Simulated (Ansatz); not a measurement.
Take LiI in the rock salt structure (space group Fm-3m, No. 225) as the base.

```
LiI
1.0
    0.00000     3.00909     3.00909
    3.00909     0.00000     3.00909
    3.00909     3.00909     0.00000
I Li
1 1
Direct
  0.00000   0.00000   0.00000
  0.50000   0.50000   0.50000
```

Cartesian axes are those of the cell as printed.

Computed with Kohn–Sham DFT with the r2SCAN functional, run in Ansatz (a program for electronic structure) with PAW and 500 eV plane waves, spin-orbit coupling left out.

Before the change:

| Property | Result |
|---|---|
| Volume per atom | 27.25 Å³ |
| Band gap | 5.00 eV |
| Electron mass | 0.81 mₑ along k, 0.46 mₑ across (at X) |

Perturbation: uniaxial stress, 0.5 GPa compression along z; all other stress components relax to zero.

### Question
How does this affect the energy relative to the base, volume per atom, band gap and electron mass?

### Answer
The energy goes up by 0.7 meV/atom; the volume per atom decreases by 0.182 Å³ (27.25 Å³ → 27.06 Å³); the band gap falls by 0.05 eV (5.00 eV → 4.95 eV); the electron mass becomes 0.80 mₑ along k, 0.47 mₑ across (at X) (base: 0.81 mₑ along k, 0.46 mₑ across (at X)).

With I present, leaving out spin-orbit coupling can change the band edges. Load acts through the strain it causes; cell and atoms are relaxed under it. Masses are band curvatures over ±0.01 Å⁻¹ around the edge. Along k means along the line from Γ to the band edge. Stability under load was not tested beyond the relaxation.
